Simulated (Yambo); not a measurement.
# InP (F-43m) in Yambo: a series of runs, part 2 of 2

Yambo 5.3.0. The steps go on from the part before.

## (3) G0W0 quasiparticle levels, PBEsol

g0w04.in

```
gw0
dyson
el_el_corr
rim_cut
HF_and_locXC
mpa
em1d
RandQpts= 1000000
RandGvec= 50 RL
EXXRLvcs= 70 Ry
VXCRLvcs= 70 Ry
Chimod= "HARTREE"
% BndsRnXm
 1 | 109 |
%
NGsBlkXm= 6 Ry
% LongDrXm
 1 | 1 | 1 |
%
EnSampXm= "2l"
EnGridXm= "lP"
% EnRngeXm
 0 | 60 | eV
%
% ImRngeXm
 1.0 | 27.21138 | eV
%
% DmRngeXm
 0.001 | 0.1 | eV
%
ETStpsXm= 12
% GbndRnge
 1 | 109 |
%
GTermKind= "BG"
DysSolver= "n"
ExtendOut
% QPkrange
 1 | 1 | 8 | 11 |
%
```

scf.in

```
&CONTROL
  calculation = 'scf'
  prefix = 'pwscf'
  outdir = './tmp'
  pseudo_dir = './pseudo'
/
&SYSTEM
  ibrav = 0
  nat = 2
  ntyp = 2
  ecutwfc = 70
  nbnd = 15
  occupations = 'smearing'
  smearing = 'fd'
  degauss = 0.00367493
  force_symmorphic = .true.
/
&ELECTRONS
  conv_thr = 4d-10
  electron_maxstep = 120
  mixing_beta = 0.5
/
ATOMIC_SPECIES
In   114.8180 In.upf
P     30.9738 P.upf
CELL_PARAMETERS angstrom
   0.0000000000    2.9305000000    2.9305000000
   2.9305000000    0.0000000000    2.9305000000
   2.9305000000    2.9305000000    0.0000000000
ATOMIC_POSITIONS crystal
In     0.0000000000    0.0000000000    0.0000000000
P      0.7500000000    0.7500000000    0.7500000000
K_POINTS automatic
8 8 8 0 0 0
```

nscf.in

```
&CONTROL
  calculation = 'nscf'
  prefix = 'pwscf'
  outdir = './tmp'
  pseudo_dir = './pseudo'
/
&SYSTEM
  ibrav = 0
  nat = 2
  ntyp = 2
  ecutwfc = 70
  nbnd = 109
  occupations = 'fixed'
  force_symmorphic = .true.
/
&ELECTRONS
  conv_thr = 1d-08
  diago_full_acc = .true.
  diago_thr_init = 1d-06
/
ATOMIC_SPECIES
In   114.8180 In.upf
P     30.9738 P.upf
CELL_PARAMETERS angstrom
   0.0000000000    2.9305000000    2.9305000000
   2.9305000000    0.0000000000    2.9305000000
   2.9305000000    2.9305000000    0.0000000000
ATOMIC_POSITIONS crystal
In     0.0000000000    0.0000000000    0.0000000000
P      0.7500000000    0.7500000000    0.7500000000
K_POINTS automatic
4 4 4 0 0 0
```

Potentials or basis: PseudoDojo 0.4.1 SR PBEsol standard.

Started as:

```console
> OMP_NUM_THREADS=1 pw.x -in scf.in > scf.out
> OMP_NUM_THREADS=1 pw.x -in nscf.in > nscf.out
> cd tmp/pwscf.save; p2y; mv SAVE ../..; cd ../..
> OMP_NUM_THREADS=1 yambo
> mkdir -p g0w04; ln -s $PWD/g0w00/ndb.RIM g0w04/
> OMP_NUM_THREADS=1 yambo -F g0w04.in -J g0w04 -C g0w04_out
```

Yambo's report:

```text
[... sections 02.01 to 02.04 as in the set-up run ...]

  [02.05] Energies & Occupations
  ==============================

  [X] === General ===
  [X] Electronic Temperature                        :  0.000000  0.000000 [eV K]
  [X] Bosonic    Temperature                        :  0.000000  0.000000 [eV K]
  [X] Finite Temperature mode                       : no
  [X] El. density                                   :  0.35762E+24 [cm-3]
  [X] Fermi Level                                   :  7.040825 [eV]

  [X] === Gaps and Widths ===
  [X] Conduction Band Min                           :  0.613406 [eV]
  [X] Valence Band Max                              :  0.000000 [eV]
  [X] Filled Bands                                  :   9
  [X] Empty Bands                                   :   10  109
  [X] Direct Gap                                    :  0.613406 [eV]
  [X] Direct Gap localized at k                     :  1
  [X] Indirect Gap                                  :  0.613406 [eV]
[... 185 lines left out ...]
   MPA number of poles                              :  0.000000
   RIM G`s                                          :   51
   RIM random pts                                   :  1000000
   dS/dw steps                                      :  2
   dS/dw step                                       :  0.100000 ev
   X G`s                                            :   89 used
   X G`s                                            :   89 disk
   X bands                                          :    1  109
   X poles                                          :  100.0000 o/o
   X e/h E range                                    : -1.000000 -1.000000 ev
   X Hxc Kernel                                     : HARTREE
   X damping range                                  :  0.100000E-2  0.100000    ev
   X Steps                                          :  12
   X BZ energy Double Grid                          : no
   X Optical Averaged directions                    : none
   Sc/G bands                                       :    1  109
   Sc/G damping                                     :  0.100000 ev
   Sc bands terminator                              : yes
   Sc terminator kind                               : BG
   Sc Terminator pole                               :  40.81708
   Sx RL components                                 :   3479

   QP @ state[ 1 ] K range                          :  1  1
   QP @ state[ 1 ] b range                          :   8  11
   GF energies kind                                 : Perdew, Burke & Ernzerhof SOL(X)+Perdew, Burke & Ernzerhof SOL(C)
   GF WF`s kind                                     : Perdew, Burke & Ernzerhof SOL(X)+Perdew, Burke & Ernzerhof SOL(C)
   Xs energies kind                                 : Perdew, Burke & Ernzerhof SOL(X)+Perdew, Burke & Ernzerhof SOL(C)
   Xs WF`s kind                                     : Perdew, Burke & Ernzerhof SOL(X)+Perdew, Burke & Ernzerhof SOL(C)
```

o-g0w04.qp:

```text
# GW solver                                       : Newton
# GW approximation                                : MPA
# MPA number of poles                             :   0.00000000
[... 35 lines left out ...]
        1                  10                 0.613406           0.602663          -0.010743          -11.29815          -7.601796          -3.711114          -3.707096          -8.101548           0.770102          -0.019157           25.38446           25.92972
        1                  11                 4.015591           3.983755          -0.031836          -10.26770          -6.455413          -3.852909          -3.844125          -8.458494           0.762352          -0.019823          -32.61408           20.18183
#
```

Run time: 2.9 min. Hardware: 1 thread of Arm Neoverse V2, shared host; peak memory 0.42 GiB.

What came out:

```
Band gap on the k mesh, mean-field level          : 0.61 eV, direct
Quasiparticle gap                                 : 0.87 eV
Least direct quasiparticle gap                    : 0.87 eV
Quasiparticle gap at Γ                            : 0.87 eV
Band gap of the same states before the correction : 0.61 eV
```

Quasiparticle terms (eV):
```tsv
k point	band	Kohn-Sham level	Vxc	Σx	Σc	Z	result
(0.000, 0.000, 0.000)	8	0.00	-12.44	-14.08	1.30	0.75	-0.26
(0.000, 0.000, 0.000)	9	0.00	-12.44	-14.08	1.30	0.75	-0.26
(0.000, 0.000, 0.000)	10	0.61	-11.30	-7.60	-3.71	0.77	0.60
(0.000, 0.000, 0.000)	11	4.02	-10.27	-6.46	-3.85	0.76	3.98
```

Caveat: the k mesh is coarse (spacing up to 0.46 Å⁻¹), so the values aren't converged; the potentials hold a filled d shell without the s and p states of that shell, which can shift GW gaps by tenths of an eV, either way; this version prints the column dSc/dw multiplied by 27.2; spin-orbit coupling is left out, which moves the levels of the heavy elements. A k mesh can miss the band edges.
